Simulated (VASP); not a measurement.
Input of a VASP 6.6.1 run:

File INCAR:

```
ALGO     = Normal         # electronic algorithm
EDIFF    = 1E-6           # SCF threshold, eV
ENCUT    = 520            # plane-wave cutoff, eV
GGA      = PE             # functional
ISIF     = 2              # what is computed and relaxed
ISMEAR   = -1             # smearing method
IVDW     = 2              # dispersion correction
LASPH    = True           # aspherical terms in the spheres
LCHARG   = False          # write CHGCAR
LREAL    = False          # projectors in reciprocal space
LWAVE    = False          # write WAVECAR
NELM     = 60             # most SCF steps
PREC     = Accurate       # precision mode
SIGMA    = 0.05           # smearing width, eV
```

Contents of KPOINTS:

```
k-points
0
Gamma
  16 16 4
```

File POSCAR:

```
C
1.0
    2.4610000000      0.0000000000      0.0000000000
   -1.2305000000      2.1312885187      0.0000000000
    0.0000000000      0.0000000000      9.3912000000
C
4
Direct
    0.0000000000      0.0000000000      0.2500000000
    0.3333333333      0.6666666667      0.2500000000
    0.0000000000      0.0000000000      0.7500000000
    0.6666666667      0.3333333333      0.7500000000
```

Potentials or basis: VASP PAW PBE potentials, release 64 (C).

Command:

```bash
$ cat potpaw_PBE.64/C/POTCAR > POTCAR
$ mpirun -np 1 vasp_std > vasp.out
```

(1) Estimate the dispersion energy per atom.

(2) What does it give for the band gap on the k mesh?

(3) Predict the pressure.

## Answers

(1) -0.073 eV.

(2) 1.17 eV, direct.

(3) 0.1 GPa.
